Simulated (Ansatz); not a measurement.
## Stack of 2H-MoS2 under Hf2CO2 MXene, upper layer turned by 180° in a perpendicular field

What dipole does a perpendicular field induce in the stack of 2H-MoS2 under Hf2CO2 MXene, upper layer turned by 180°, and does the gap follow? A positive field points along +c.

Calculated with Ansatz 0.2.0; plane-wave DFT, PBE-D3(BJ), Ansatz PAW.

## (1) The starting structure

The cell holds 8 atoms: 2 S, 1 Mo, 2 O, 2 Hf and 1 C. Cell: a = 3.234 Å, b = 3.234 Å, c = 53.366 Å, α = 90.0°, β = 90.0°, γ = 120.0°. Regions: layer 1: 2H-MoS2, 3 atoms (2 S and 1 Mo); layer 2: Hf2CO2 MXene, 5 atoms (2 O, 2 Hf and 1 C). Vacuum lies along c.

## (2) Relaxation

The starting cell is a guess, so the in-plane lattice and the atoms are relaxed first, with the slab cut off from its images along the normal.

File input.yaml:

```yaml
crystal:
  lattice:
    - [3.2345, 0.0, 0.0]
    - [-1.61725, 2.8011591685, 0.0]
    - [0.0, 0.0, 53.3655445358]
  atoms:
    - { symbol: S, position: [0.3333333333, 0.6666666667, 0.3953862025] }
    - { symbol: Mo, position: [0.0, 0.0, 0.4259545943] }
    - { symbol: S, position: [0.3333333333, 0.6666666667, 0.456522986] }
    - { symbol: O, position: [0.0, 0.0, 0.5118020996] }
    - { symbol: Hf, position: [0.6666666667, 0.3333333333, 0.53388979] }
    - { symbol: C, position: [0.3333333333, 0.6666666667, 0.5582079485] }
    - { symbol: Hf, position: [0.0, 0.0, 0.5825261071] }
    - { symbol: O, position: [0.6666666667, 0.3333333333, 0.6046137975] }
  periodic: [true, true, false]
kpoints:
  mp_grid: { grid: [12, 12, 1] }
hamiltonian:
  xc: pbe
  dispersion: d3bj
scf:
  occupations: { method: fermi_dirac, width: 0.05 }
  convergence: { dr2_threshold: 1.0e-09 }
relax:
  f_tol: 0.004
  max_steps: 90
  cell: {}
output:
  write_potential: true
  write_density: true
  volumetric_format: npy
```

Launch:

```
> ansatz run input.yaml --threads 2 --pin off --max-ram 4096MiB --backend cpu --events-out ev --progress --plain --runs-dir out
```

Numbers of over 12 decimals in the logs are rounded to 6 here.

The log of the run:

```text
Warning: relax.cell: scf.convergence.dr2_threshold = 1e-9 eV is looser than the 1.78579290989e-10 eV advised for a relaxation that steers and ends on the stress (1e-10 eV for each atom of the cell: 8, times the square of relax.cell.stress_2d_tol = 0.05 N/m over 21.2 Å (the atoms' height at the walk's start and 5 Å past either face), 2.362e-2 GPa, over a crystal's default 0.05). What an SCF threshold leaves in a stress goes as its square root, and in the free energy as the threshold itself, and one threshold admits the most on a small cell: [figures from the program's tests cut] Set scf.convergence.dr2_threshold to 1.78579290989e-10 eV or tighter. [rest of the remark cut]
Engine: ansatz 0.2.0, aarch64-unknown-linux-gnu
Pseudopotentials: kind: paw
Pseudopotential: S, paw, valence charge 6, recommended cutoff 420 eV (normal), S.paw.azcp
Pseudopotential: Mo, paw, valence charge 14, recommended cutoff 420 eV (normal), Mo.paw.azcp
Pseudopotential: O, paw, valence charge 6, recommended cutoff 420 eV (normal), O.paw.azcp
Pseudopotential: Hf, paw, valence charge 26, recommended cutoff 420 eV (normal), Hf.paw.azcp
Pseudopotential: C, paw, valence charge 4, recommended cutoff 420 eV (normal), C.paw.azcp
Functional definition: PBE
  parameter kappa = 0.804
  parameter beta = 0.066725
  exchange = pbe_x(kappa = kappa, mu = beta*pi^2/3)
  correlation = pbe_c(beta = beta)
Crystal: 8 atoms, lattice volume = 483.510 Å³
Basis set: ecut = 420 eV, 9623 PW (Γ), exchange–correlation on 48×48×720 points (8 copies of the dense FFT grid, shifted against one another)
Bands: 57, of which v1, the nominal top of the filled ones, is band 47 counted from 1 (46 counted from 0)
Symmetry: 6 space group operations
Space group: P3m1 (ITA 156), of the structure as read, at distance tolerance 7.8e-5 Å
k-points: 19 of 144 (time reversal used)
Non-local potential: S, projectors of the file, l = 0: 2, l = 1: 2, l = 2: 2
Non-local potential: Mo, projectors of the file, l = 0: 3, l = 1: 2, l = 2: 2, l = 3: 1
Non-local potential: O, projectors of the file, l = 0: 2, l = 1: 2, l = 2: 1
Non-local potential: Hf, projectors of the file, l = 0: 3, l = 1: 2, l = 2: 2, l = 3: 3
Non-local potential: C, projectors of the file, l = 0: 2, l = 1: 2, l = 2: 1
PAW form: soft (Blöchl's): semilocal exchange-correlation on the pseudo side does not see the compensation charge
PAW one-centre angular grid: S, 110 points (default); XC on 64 Gauss nodes
PAW one-centre angular grid: Mo, 590 points (default); XC on 64 Gauss nodes
PAW one-centre angular grid: O, 110 points (default); XC on 64 Gauss nodes
PAW one-centre angular grid: Hf, 590 points (default); XC on 64 Gauss nodes
PAW one-centre angular grid: C, 110 points (default); XC on 64 Gauss nodes
Initial density: superposition of atomic densities (neutral atoms: chi_scale 0, normalization atom), corrected by the library's trained network
Initial wavefunctions: pseudopotential atomic-orbital guess
Functional: x = pbe(κ = 0.804, μ = 0.219515), c = pbe(β = 0.066725)
SCF iter   1: F=—  HF=-39598.839061 eV  |F-HF|=—  |Δ(HF+E_count)|=         —  Δρ=2.94e-3  dr2=3.75e-1  ethr=1.77e-3  ⟨swp⟩=13.3  Hψ=6983  notcnv=0  defer=12
preconditioner: auto → Resta (q_TF=auto, 2.077 Å⁻¹)  ε∞=2.5  [insulator: Δε(μ)=0.741 eV  Ē_g=11.359 eV  σ=0.050 eV  W_gap=1.00  n_scr=34 (ndim 8)  ℏωp=14.1 eV  f_vac=0.734  D(μ)=0.00/eV (n_scr^D=0)  ε∞_Penn≈2.5  vacuum switching on, ρ_ref=9.4e-3 e/Å³]
SCF iter   2: F=—  HF=-39598.992702 eV  |F-HF|=—  |Δ(HF+E_count)|=   1.54e-1  Δρ=7.37e-3  dr2=1.16e1  ethr=3.98e-4  ⟨swp⟩=4.7  Hψ=2168  notcnv=0  defer=67  recentre
preconditioner: auto → LDOS  [metal: Δε(μ)=0.074 eV  Ē_g=11.599 eV  σ=0.050 eV  W_gap=0.33  n_scr=34 (ndim 8)  ℏωp=14.1 eV  f_vac=0.735  D(μ)=2.98/eV (n_scr^D=16)  β→1.0]
SCF iter   3: F=—  HF=-39598.832577 eV  |F-HF|=—  |Δ(HF+E_count)|=   1.60e-1  Δρ=2.29e-3  dr2=2.76e-1  ethr=3.98e-4  ⟨swp⟩=4.0  Hψ=1771  notcnv=0  defer=45
SCF iter   4: F=—  HF=-39598.821802 eV  |F-HF|=—  |Δ(HF+E_count)|=   1.08e-2  Δρ=1.67e-3  dr2=2.13e-1  ethr=2.93e-4  ⟨swp⟩=1.4  Hψ=1324  notcnv=0  defer=61
SCF iter   5: F=—  HF=-39598.807476 eV  |F-HF|=—  |Δ(HF+E_count)|=   1.43e-2  Δρ=7.15e-4  dr2=5.09e-2  ethr=2.27e-4  ⟨swp⟩=2.4  Hψ=1291  notcnv=0  defer=63
SCF iter   6: F=—  HF=-39598.806474 eV  |F-HF|=—  |Δ(HF+E_count)|=   1.00e-3  Δρ=3.90e-4  dr2=1.99e-2  ethr=5.42e-5  ⟨swp⟩=2.0  Hψ=1537  notcnv=0  defer=66
SCF iter   7: F=—  HF=-39598.805958 eV  |F-HF|=—  |Δ(HF+E_count)|=   5.16e-4  Δρ=2.12e-4  dr2=1.08e-3  ethr=2.12e-5  ⟨swp⟩=1.3  Hψ=1065  notcnv=0  defer=66
SCF iter   8: F=—  HF=-39598.806165 eV  |F-HF|=—  |Δ(HF+E_count)|=   2.07e-4  Δρ=2.24e-4  dr2=4.27e-4  ethr=1.15e-6  ⟨swp⟩=2.8  Hψ=2070  notcnv=0  defer=66
SCF iter   9: F=—  HF=-39598.806075 eV  |F-HF|=—  |Δ(HF+E_count)|=   8.99e-5  Δρ=6.48e-5  dr2=1.89e-4  ethr=4.54e-7  ⟨swp⟩=2.9  Hψ=1868  notcnv=0  defer=66
SCF iter  10: F=—  HF=-39598.806062 eV  |F-HF|=—  |Δ(HF+E_count)|=   1.26e-5  Δρ=2.59e-5  dr2=5.72e-6  ethr=2.01e-7  ⟨swp⟩=2.7  Hψ=1741  notcnv=0  defer=66
SCF iter  11: F=—  HF=-39598.805854 eV  |F-HF|=—  |Δ(HF+E_count)|=   2.08e-4  Δρ=8.53e-6  dr2=8.11e-7  ethr=6.08e-9  ⟨swp⟩=3.7  Hψ=2542  notcnv=0  defer=66
SCF iter  12: F=—  HF=-39598.805854 eV  |F-HF|=—  |Δ(HF+E_count)|=   1.26e-7  Δρ=3.30e-6  dr2=2.41e-7  ethr=8.63e-10  ⟨swp⟩=3.3  Hψ=2303  notcnv=0  defer=66
SCF iter  13: F=—  HF=-39598.805854 eV  |F-HF|=—  |Δ(HF+E_count)|=   5.17e-8  Δρ=1.94e-6  dr2=8.73e-8  ethr=2.57e-10  ⟨swp⟩=2.9  Hψ=1938  notcnv=0  defer=66
SCF iter  14: F=—  HF=-39598.805854 eV  |F-HF|=—  |Δ(HF+E_count)|=   3.48e-9  Δρ=5.98e-7  dr2=7.57e-9  ethr=9.29e-11  ⟨swp⟩=2.9  Hψ=1612  notcnv=0  defer=66
SCF iter  15: F=-39598.805854 eV  HF=-39598.805854 eV  |F-HF|=2.23e-9  |Δ(HF+E_count)|=   7.87e-9  Δρ=2.83e-7  dr2=2.89e-10  ethr=1.06e-12  ⟨swp⟩=11.2  Hψ=11570  notcnv=0
SCF 1 converged in 15 iterations: F = -39598.805854 eV  dr2 = 2.89e-10
  greatest PAW one-centre occupation: 0.999 electrons in one spin orbital (limit 2), on the Hf atom at site 6 (counted from 0), in its partial waves of l = 0
relax step   1: F+E_penalty+E_count = -39598.80585444 eV  Δ(F+E_penalty+E_count) = +0.000e0 eV  max|allowed force component| = 4.601e0 eV/Å  Δτ_max = 0.0000 Å  P = -8.966 N/m  Ω = 483.510 Å³  fix = [c, alpha, beta]  reactions: c +0.000 N/m  (15 SCF iters, accepted)
Crystal: 8 atoms, lattice volume = 482.659 Å³
Basis set: ecut = 420 eV, 9599 PW (Γ), exchange–correlation on 48×48×720 points (8 copies of the dense FFT grid, shifted against one another)
Initial density: handed on by an earlier stage of this run
[...]
SCF iter  15: F=-39599.737363 eV  HF=-39599.737363 eV  |F-HF|=4.15e-10  |Δ(HF+E_count)|=  3.13e-10  Δρ=1.91e-7  dr2=1.59e-10  ethr=1.06e-12  ⟨swp⟩=12.1  Hψ=8952  notcnv=0
SCF 3 converged in 15 iterations: F = -39599.737363 eV  dr2 = 1.59e-10
relax step   3: F+E_penalty+E_count = -39599.73736259 eV  Δ(F+E_penalty+E_count) = -2.714e-1 eV  max|allowed force component| = 1.588e-1 eV/Å  Δτ_max = 0.1920 Å  P = -4.439 N/m  Ω = 490.985 Å³  energy of the carried Pulay correction = -3.476e-3 eV  fix = [c, alpha, beta]  reactions: c -0.000 N/m  (15 SCF iters, accepted)
[...]
relax step   4: F+E_penalty+E_count = -39599.74869333 eV  Δ(F+E_penalty+E_count) = -1.133e-2 eV  max|allowed force component| = 5.101e-1 eV/Å  Δτ_max = 0.1919 Å  P = +0.569 N/m  Ω = 476.819 Å³  energy of the carried Pulay correction = +3.158e-3 eV  fix = [c, alpha, beta]  reactions: c +0.000 N/m  (15 SCF iters, accepted)
[...]
relax step   5: F+E_penalty+E_count = -39599.78038839 eV  Δ(F+E_penalty+E_count) = -3.170e-2 eV  max|allowed force component| = 4.991e-2 eV/Å  Δτ_max = 0.0475 Å  P = +0.343 N/m  Ω = 480.937 Å³  energy of the carried Pulay correction = +1.209e-3 eV  fix = [c, alpha, beta]  reactions: c +0.000 N/m  (13 SCF iters, accepted)
[...]
relax step   6: F+E_penalty+E_count = -39599.78185688 eV  Δ(F+E_penalty+E_count) = -1.468e-3 eV  max|allowed force component| = 2.845e-2 eV/Å  Δτ_max = 0.0738 Å  P = +0.136 N/m  Ω = 481.095 Å³  energy of the carried Pulay correction = +1.135e-3 eV  fix = [c, alpha, beta]  reactions: c +0.000 N/m  (13 SCF iters, accepted)
[...]
relax step   7: F+E_penalty+E_count = -39599.78205087 eV  Δ(F+E_penalty+E_count) = -1.940e-4 eV  max|allowed force component| = 7.698e-3 eV/Å  Δτ_max = 0.0231 Å  P = -0.015 N/m  Ω = 481.543 Å³  energy of the carried Pulay correction = +9.239e-4 eV  fix = [c, alpha, beta]  reactions: c -0.000 N/m  (12 SCF iters, accepted)
[...]
relax step   8: F+E_penalty+E_count = -39599.78207558 eV  Δ(F+E_penalty+E_count) = -2.471e-5 eV  max|allowed force component| = 2.400e-3 eV/Å  Δτ_max = 0.0031 Å  P = -0.001 N/m  Ω = 481.508 Å³  energy of the carried Pulay correction = +9.407e-4 eV  fix = [c, alpha, beta]  reactions: c -0.000 N/m  (10 SCF iters, accepted)
Initial wavefunctions: pseudopotential atomic-orbital guess (no wavefunctions were taken with the density)
iter 1 solved again at ethr=1.42e-7 eV; its pass at ethr=3.10e-3 eV (dr2=1.34e-4 eV) is discarded
SCF iter   1: F=—  HF=-39599.781382 eV  |F-HF|=—  |Δ(HF+E_count)|=         —  Δρ=1.18e-5  dr2=1.06e-7  ethr=1.42e-7  ⟨swp⟩=7.4  Hψ=13250  notcnv=0
SCF iter   2: F=—  HF=-39599.781173 eV  |F-HF|=—  |Δ(HF+E_count)|=   2.09e-4  Δρ=6.02e-6  dr2=6.08e-8  ethr=1.13e-10  ⟨swp⟩=5.6  Hψ=4226  notcnv=0
SCF iter   3: F=—  HF=-39599.781173 eV  |F-HF|=—  |Δ(HF+E_count)|=   3.34e-8  Δρ=3.32e-6  dr2=2.06e-8  ethr=6.47e-11  ⟨swp⟩=3.1  Hψ=2087  notcnv=0
SCF iter   4: F=—  HF=-39599.781173 eV  |F-HF|=—  |Δ(HF+E_count)|=   1.15e-8  Δρ=1.08e-6  dr2=9.31e-9  ethr=2.20e-11  ⟨swp⟩=3.1  Hψ=2297  notcnv=0
SCF iter   5: F=-39599.781173 eV  HF=-39599.781173 eV  |F-HF|=9.68e-10  |Δ(HF+E_count)|=  8.88e-10  Δρ=3.30e-7  dr2=7.22e-10  ethr=1.06e-12  ⟨swp⟩=17.0  Hψ=12034  notcnv=0
SCF 9 converged in 5 iterations: F = -39599.781173 eV  dr2 = 7.22e-10
relax step   9: F+E_penalty+E_count = -39599.78117337 eV  Δ(F+E_penalty+E_count) = +9.022e-4 eV  max|allowed force component| = 2.405e-3 eV/Å  Δτ_max = 0.0000 Å  P = -0.033 N/m  Ω = 481.508 Å³  fix = [c, alpha, beta]  reactions: c -0.000 N/m  stress off target by 3.33e-2 N/m on what of the cell is left free  SCF on the basis re-selected at this cell (its energy is not comparable with the rows above)  (5 SCF iters)
basis re-selected at this cell: Δ(F+E_penalty+E_count) = +9.022e-4 eV, ΔP = -0.032 N/m vs the last step (what re-selecting the basis moved, of the pressure what is left beyond the Pulay correction that the steps carried, after the strain that the cell walked since its last selection, with what the two solves' SCF thresholds leave and, on support functions, any second-order correction that the steps lacked; it is no m [...]
WARN: The output density's exchange-correlation potential varies sharply where the density is thin. Do not read a vacuum level from v_tot or v_xc, or from such a field of the output density. On a cell that repeats whose density bears no net charge and no dipole along the vacuum's axis use v_es (v_loc + v_h of the components); under efield.dipole_correction with no amplitude use v_es + v_field, which holds any externa [...]
SCF converged after 5 iterations
Free energy (F): -39599.781173 eV
Harris-Foulkes:  -39599.781173 eV  (|F-HF|=9.68e-10)
Internal energy: -39599.781167 eV  (E = F + TS)
E sigma→0 (E₀):  -39599.781170 eV
Entropy (-TS):   -0.000006 eV (-0.001 meV/atom)
Fermi energy:    -5.050788 eV
--- Per-component energies (eV) ---
  E_band       = -2044.684895
  E_kinetic    = 1939.612608
  E_local      = -861902.121065  (includes V_loc(G=0)·N_el)
  E_nonlocal   = -2164.478736
  E_hartree    = 429326.854889
  E_xc         = -1174.957072
  E_vxc        = -1186.238926  (∫ρ·V_xc dr)
  E_paw        = -18672.203456  (= ΣΔE_a)
  E_vpaw       = 2614.818099  (= ΣTr[D̂ρ^β])
  E_aug_tail   = 0.004946  (compensation charges beyond the density's cutoff)
  E_ewald      = 413049.671961
  E_disp       = -2.165243  (pairwise vdW)
  E_smearing   = -0.000006  (= −TS)
  E_closure    = 0.000000  (closes the sum)
  Σ components = -39599.781173   (vs F -39599.781173, Δ=0.00e0)
--- Forces (eV/Å), atoms counted from 1 ---
  atom   1  S      0.00000000    -0.00000000     0.00081856
  atom   2  Mo     0.00000000    -0.00000000    -0.00240545
  atom   3  S      0.00000000    -0.00000000     0.00139621
  atom   4  O      0.00000000    -0.00000000     0.00023751
  atom   5  Hf     0.00000000     0.00000000    -0.00046776
  atom   6  C      0.00000000     0.00000000     0.00187471
  atom   7  Hf     0.00000000     0.00000000    -0.00108126
  atom   8  O      0.00000000     0.00000000    -0.00037642
  max |Σ_I F_I| component: 3.90e-6 eV/Å
--- 2D stress c σ (N/m, compression-positive) ---
       -0.033272      -0.000000      -0.000000
       -0.000000      -0.033272      -0.000000
       -0.000000      -0.000000      -0.000000
  P = ½ c Tr σ = -0.0333 N/m
--- Band table (eV; the first three rows and the last of 19) ---
  k-point 0: bands = [... 43 lower, -6.7969, -5.7043, -5.4720, -5.4720, -3.3072, -3.3072, -3.1638, -3.1638, ... 6 higher]
  k-point 1: bands = [... 43 lower, -6.6655, -6.0813, -5.7836, -5.7286, -3.4266, -3.2717, -3.2320, -3.1299, ... 6 higher]
  k-point 2: bands = [... 43 lower, -6.9354, -6.5470, -6.1815, -6.1116, -3.6934, -3.5866, -3.4513, -3.3857, ... 6 higher]
  k-point 18: bands = [... 43 lower, -8.0214, -7.9949, -7.9712, -6.0181, -4.4941, -2.8832, -2.8442, -2.5165, ... 6 higher]
  the weakly bound empty levels are not read free of the cell's end (no_gap_told)
--- Relaxed structure (8 steps of the walk, 8 accepted, 1 SCFs on fresh bases) ---
  F+E_penalty+E_count = -39599.78117337 eV   max|allowed force component| = 2.405e-3 eV/Å   (the final SCF, on the basis selected at the relaxed cell)
  cell:  # Å, volume = 481.5077 Å³
    - [3.227794, -4.96338391904139e-19, 0]
    - [-1.613897, 2.795352, 0]
    - [0, 0, 53.3655445358]
  atoms:
    - { symbol: S, position: [0.333333, 0.666667, 0.401328] }
    - { symbol: Mo, position: [-1.85037170768166e-17, -3.238150488543901e-17, 0.430245] }
    - { symbol: S, position: [0.333333, 0.666667, 0.459100] }
    - { symbol: O, position: [-1.8503717076817063e-17, -3.2381504885438645e-17, 0.511987] }
    - { symbol: Hf, position: [0.666667, 0.333333, 0.529767] }
    - { symbol: C, position: [0.333333, 0.666667, 0.555621] }
    - { symbol: Hf, position: [-1.8503717076816555e-17, -3.238150488543829e-17, 0.581475] }
    - { symbol: O, position: [0.666667, 0.333333, 0.599381] }
```

Run time: 4.8 min. Hardware: 2 threads of Arm Neoverse V2, shared host; peak memory 0.94 GiB.

The steps of the relaxation:

```tsv
step	energy less that of the first step (eV)	largest force component (eV/Å)	volume (Å³)
1	0.0000	4.6006	483.51
2	-0.6601	2.9962	482.66
3	-0.9315	0.1588	490.98
4	-0.9428	0.5101	476.82
5	-0.9745	0.0499	480.94
6	-0.9760	0.0285	481.09
7	-0.9762	0.0077	481.54
8	-0.9762	0.0024	481.51
9*	-0.9753	0.0024	481.51
```

Relaxation steps marked * repeat the geometry before them on a plane-wave basis chosen anew for their cell, so energy and pressure can jump there.

The run keeps the 6 symmetry operations that it works with, so distortions that break them were not tested.

```tsv
cell as run	before	after	change
a (Å)	3.234	3.228	-0.2 %
b (Å)	3.234	3.228	-0.2 %
```

The atoms that moved most (Å, along periodic axes as changes of fractional coordinates times the final cell, across vacuum about the mean position):

```tsv
atom	dx	dy	dz	length
S1	0.000	0.000	0.317	0.317
O8	0.000	0.000	-0.279	0.279
Mo2	0.000	0.000	0.229	0.229
Hf5	0.000	0.000	-0.220	0.220
C6	0.000	0.000	-0.138	0.138
S3	0.000	0.000	0.138	0.138
Hf7	0.000	0.000	-0.056	0.056
O4	0.000	0.000	0.010	0.010
```

The lattice constant a goes from 3.234 to 3.228 Å.

(Continued in part 2 of 2.)

[Logs are printed without paths, hosts, clocks, repeated set-up lines and the standing remarks that a program may print on its own settings, such as how far it seeks lower states.]

[Hosts, paths, dates, database ids (printed as entryN), source tags and the programs' standing remarks are cut or masked in the printed files.]

[Maps of the electrostatic potential energy from Ansatz leave out the sawtooth potential of an applied field or a dipole correction, so their vacuum need not be flat; planar profiles and work functions include it.]
